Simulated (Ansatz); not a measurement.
Set up this calculation in Ansatz 0.2.0, as the native input.

```
Task                : band structure
Functional          : PBE
Potentials or basis : all-electron LAPW, relativistic spinors
Cutoff              : 259 eV (chosen from the basis error)
Basis error allowed : 0.002 eV/atom
k mesh              : 6 × 6 × 4
Occupations         : fermi-dirac, width 0.05 eV
Spin                : spin-orbit coupling, no magnetisation
```

La2O3:

```
La O
1.0
     3.93078    0.00000    0.00000
    -1.96539    3.40415    0.00000
     0.00000    0.00000    6.11195
La O
2 3
Direct
  0.33333 0.66667 0.24624
  0.66667 0.33333 0.75376
  0.00000 0.00000 0.00000
  0.33333 0.66667 0.64589
  0.66667 0.33333 0.35411
```

The cell is a database's computed one.

The input as run:

input.yaml

```yaml
crystal:
  lattice:
    - [3.930777878, 0.0, 0.0]
    - [-1.965388939, 3.404153499, 0.0]
    - [0.0, 0.0, 6.11195352]
  atoms:
    - { symbol: La, position: [0.3333333333, 0.6666666667, 0.24623568] }
    - { symbol: La, position: [0.6666666667, 0.3333333333, 0.75376432] }
    - { symbol: O, position: [0.0, 0.0, 0.0] }
    - { symbol: O, position: [0.3333333333, 0.6666666667, 0.64589065] }
    - { symbol: O, position: [0.6666666667, 0.3333333333, 0.35410935] }
kpoints:
  mp_grid: { grid: [6, 6, 4] }
  band_path:
    path:
      - [0.0, 0.0, 0.0]
      - [0.5, 0.0, 0.0]
      - [0.3333333333, 0.3333333333, 0.0]
      - [0.0, 0.0, 0.0]
      - [0.0, 0.0, 0.5]
      - [0.5, 0.0, 0.5]
      - [0.3333333333, 0.3333333333, 0.5]
      - [0.0, 0.0, 0.5]
    npoints: 6
scf:
  occupations: { method: fermi_dirac, width: 0.05 }
hamiltonian:
  xc: pbe
  pseudopotentials: { kind: all_electron, lapw: { basis_error: 0.002 } }
magnetization:
  noncollinear: true
  spin_orbit: true
output:
  forces: true
  stress: true
  eigenvalues: true
```

Potentials or basis: all-electron LAPW, relativistic spinors.

Command:

```console
$ ansatz run input.yaml --threads 4 --pin off --max-ram 14336MiB --backend cpu --events-out ev --progress --plain --runs-dir out
```

It gave:

```json
{
  "Pressure": "1.9 GPa",
  "Largest force": "0.014 eV/Å",
  "Band gap on the k mesh": "3.83 eV, indirect (least direct gap 3.95 eV)",
  "Band gap along the path": "3.83 eV, indirect (least direct gap 3.95 eV)"
}
```

It took 67 s on 4 threads of AMD EPYC 7R13 Processor (Zen 3), on a shared host, peak memory 1.1 GiB.
